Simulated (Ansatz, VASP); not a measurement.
**Nb in VASP and in Ansatz**

Contents of INCAR:

```
SYSTEM = Nb
ALGO = Fast ; EDIFF = 1E-6
ENCUT = 520 ; GGA = PS
ISIF = 2 ; ISMEAR = 0
LASPH = .TRUE. ; LCHARG = .TRUE.
LELF = .TRUE. ; LREAL = .FALSE.
LVHAR = .TRUE. ; LWAVE = .FALSE.
NBANDS = 12 ; NELM = 60
PREC = Accurate ; SIGMA = 0.15
```

The input KPOINTS:

```
k-points
0
G
  22 22 22
  0 0 0
```

Contents of POSCAR:

```
Nb
1.0
   -1.4824855499      1.4824855499      2.0962345675
    1.4824855499     -1.4824855499      2.0962345675
    1.4824855499      1.4824855499     -2.0962345675
Nb
1
Direct
    0.0000000000      0.0000000000      0.0000000000
```

Input for Ansatz:

```yaml
crystal:
  lattice:
    - [-1.4824855499, 1.4824855499, 2.0962345675]
    - [1.4824855499, -1.4824855499, 2.0962345675]
    - [1.4824855499, 1.4824855499, -2.0962345675]
  atoms:
    - { symbol: Nb, position: [0.0, 0.0, 0.0] }
basis:
  ecutwfc: 420
kpoints:
  mp_grid: { grid: [22, 22, 22] }
hamiltonian:
  xc: pbesol
scf:
  occupations: { method: gaussian, width: 0.15 }
output:
  forces: true
  stress: true
  eigenvalues: true
```

Alike in both runs: task single point; functional PBEsol; k mesh 22 × 22 × 22; occupations gaussian, width 0.15 eV; no spin polarisation.

```csv
,VASP,Ansatz
version,VASP 6.6.1,Ansatz 0.2.0
potentials or method,"VASP PAW PBE potentials, release 64 (Nb_sv)","scalar-relativistic, plane waves, PAW"
plane-wave cutoff (eV),520,420
valence electrons in the cell,13,13
```

```csv
,VASP,Ansatz,Ansatz less VASP
gap on the k mesh at the Fermi level (eV),none,none,-
pressure (GPa),-3.0,-2.7,+0.31
```

A gap of «none» marks a metal or a gap that the smearing closes.

Caveats: the PAW data sets were made with another functional, which shifts forces and pressure a little (VASP).
